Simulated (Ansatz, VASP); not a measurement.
# One calculation of Pt, two programs

Contents of INCAR:

```
SYSTEM = Pt
PREC = Accurate
ENCUT = 520
EDIFF = 1E-6
ISMEAR = -1
SIGMA = 0.05
LREAL = .False.
LASPH = .True.
NELM = 60
ALGO = Normal
ISIF = 2
LWAVE = .False.
LCHARG = .False.
GGA = CA
NBANDS = 11
```

KPOINTS

```
regular mesh
0
Gamma
  16 16 16
  0 0 0
```

File POSCAR:

```
Pt
1.0
    0.0000000000      2.0102433348      2.0102433348
    2.0102433348      0.0000000000      2.0102433348
    2.0102433348      2.0102433348      0.0000000000
Pt
1
Direct
    0.0000000000      0.0000000000      0.0000000000
```

Input for Ansatz:

```yaml
crystal:
  lattice:
    - [0.0, 2.0102433348, 2.0102433348]
    - [2.0102433348, 0.0, 2.0102433348]
    - [2.0102433348, 2.0102433348, 0.0]
  atoms:
    - { symbol: Pt, position: [0.0, 0.0, 0.0] }
kpoints:
  mp_grid: { grid: [16, 16, 16] }
scf:
  occupations: { method: fermi_dirac, width: 0.05 }
hamiltonian:
  xc: lda
  pseudopotentials: { kind: all_electron, lapw: { basis_error: 0.00025 } }
output:
  forces: true
  stress: true
  eigenvalues: true
```

Change from the starting cell: volume scaled by 1.06.

Alike in both runs: task single point; functional LDA; k mesh 16 × 16 × 16; occupations fermi-dirac, width 0.05 eV; no spin polarisation.

|  | VASP | Ansatz |
| --- | --- | --- |
| version | VASP 6.6.1 | Ansatz 0.2.0 |
| potentials or method | VASP PAW LDA potentials, release 64 (Pt) | all-electron LAPW, scalar-relativistic |
| plane-wave cutoff (eV) | 520 | see its input |

Ansatz gave:

| Item | Value |
| --- | --- |
| pressure (GPa) | -22.8 |

Question: What did VASP give for the same quantities?

Answer: Pressure (GPa): -22.3.

Ansatz ran all-electron here, so the differences hold the error of VASP's frozen core and of both bases.

Caveats: so large a pressure means that the cell lies far from this level's equilibrium, or that cutoff or potentials fall short (VASP). Spin-orbit coupling is left out, which matters for the levels of Pt.
